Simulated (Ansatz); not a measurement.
# ZnS: the change of pressure with volume per atom

Results calculated with Ansatz 0.2.0, not measured. Periodic Kohn-Sham DFT of a crystal at fixed atoms; pressure and stress are positive in compression; the energy is the free energy less that of spherical unpolarised free atoms; site moments are those in the method's own spheres, positive along +z.

Cell of the first row (space group F-43m, No. 216):
```
cell vectors (Å)
   0.0000     2.6494     2.6494
   2.6494     0.0000     2.6494
   2.6494     2.6494     0.0000
atoms (fractions of the cell vectors)
Zn  0.00000  0.00000  0.00000
S   0.75000  0.75000  0.75000
```

Settings of every row: method frozen-core PAW; functional PBEsol; relativity scalar; k mesh 9x9x9; filling fermi-dirac; smearing width 0.01 eV; wave cutoff 420 eV; paw set soft_2.

Atom start moment: 0 on all atoms.

Limits: PAW files made with PBE.

| row | volume per atom (Å³) | pressure (GPa) |
| --- | --- | --- |
| 1 | 18.598 | 2.752 |
| 2 | 18.993 | 0.921 |
| 3 | 19.389 | -0.714 |
| 4 | 19.587 | -1.466 |
| 5 | 19.785 | ? |
| 6 | 19.983 | -2.849 |
| 7 | 20.181 | -3.484 |
| 8 | 20.576 | -4.651 |
| 9 | 20.972 | -5.695 |

Question: what pressure should row 5 give?

Worked fit of pressure. Take u = (V_r/V)^(2/3) − 1 with V_r = 19.785 Å³ an atom, which is twice the finite (Eulerian) strain; such expansions in the strain, on which the Birch-Murnaghan equation of state is built, carry the rest volume and the bulk modulus. The shown rows have u = 0.04211, 0.02761, 0.01357, 0.00673, -0.00662, -0.01312, -0.0258, -0.0381. Least squares give pressure = −2.1772 + 103.547 × u + 306.68 × u² + 329 × u³ GPa; a parabola predicts inner rows, each left out in turn, worse (root mean square 0.0055 against 0.0013 GPa). The rows lie off it by 0.000, -0.001, 0.001, 0.000, 0.000, 0.000, -0.001, 0.000. The pressure vanishes at u = 0.0198, or V = 19.21 Å³ an atom, and there the bulk modulus at fixed shape and fractions is B = −V dP/dV = (2/3)(1 + u) dP/du = 78.9 GPa. The withheld row has u = 0, so the fit gives −2.1772 + 103.547 × (0) + 306.68 × (0)² + 329 × (0)³ = -2.177 GPa.

The calculation gave -2.177 GPa. The fit meets it to the printed digit.
